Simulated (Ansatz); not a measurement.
Method: DFT PBE, scalar-relativistic, plane waves, PAW (Ansatz 0.2.0). Settings: cutoff 420 eV, Γ-centred meshes spaced at most about 0.3 Å⁻¹, and about 0.25 Å⁻¹ or finer for metals (2π included), Gaussian smearing. No spin polarisation in the final relaxations.

Temperature and zero-point effects are left out. All come from trial cells, and lower structures may exist.

Question: Order these relaxed structures of Si2C3 by energy, lowest first, with the energy over the lowest of them.
1. Space group I4/mmm (No. 139), tetragonal, a = 3.107 Å, c = 12.610 Å. Around Si lie 4 C at 2.20 Å, 4 C at 2.54 Å and 1 Si at 2.55 Å; C on a site of symmetry 4mm is surrounded by 1 C at 1.35 Å and 4 Si at 2.20 Å; C on a site of symmetry 4/mmm is surrounded by 2 C at 1.35 Å and 8 Si at 2.54 Å.
2. Space group R-3m (No. 166), trigonal, a = 2.624 Å, c = 34.906 Å. Si has 3 C at 1.95 Å; C on a site of symmetry 3m is surrounded by 3 C at 1.51 Å; C on a site of symmetry -3m has 6 Si at 1.95 Å.
3. Space group P-6m2 (No. 187), hexagonal, a = 2.774 Å, c = 13.908 Å. Si on a site of symmetry -6m2 has 2 C at 1.96 Å; Si on a site of symmetry 3m is surrounded by 3 C at 1.82 Å and 9 Si at 2.63–2.77 Å; around Si on a second site of symmetry -6m2 lie 12 Si at 2.63–2.77 Å and 2 C at 2.94 Å; around C on its first site lie 3 C at 1.68 Å and 1 Si at 1.96 Å; 2 more sites not described.

Answer: 3 (0 meV/atom), 2 (38 meV/atom), 1 (535 meV/atom). Forms: 3 P-6m2; 2 R-3m; 1 I4/mmm. Counting C atoms around Si (those within 1.25 times the shortest such distance or 1.15 times the sum of covalent radii; a plus sign parts nearer from farther groups; the shortest distance is added where it exceeds 1.18 times the sum of covalent radii; a slash parts the counts of unlike sites): cell 3 has Si 2/2 from 2.9 Å/3; cell 2 has Si 3; cell 1 has Si 4+4. Cell 3 holds C–C nets (shortest 1.54 Å); cell 2 holds C–C nets (shortest 1.51 Å); cell 1 holds Si–Si pairs (shortest 2.55 Å) and C–C units of three or more atoms (shortest 1.35 Å). Even the lowest lies +0.69 eV/atom against the elements.

Weakly bound directions are ill-defined at this level, which has no dispersion term (R-3m, I4/mmm), and this can change margins and order among such cells. Cells relaxed within their symmetry can be saddle points. Some candidate types were left out of the draw beforehand, so a known form may be missing.
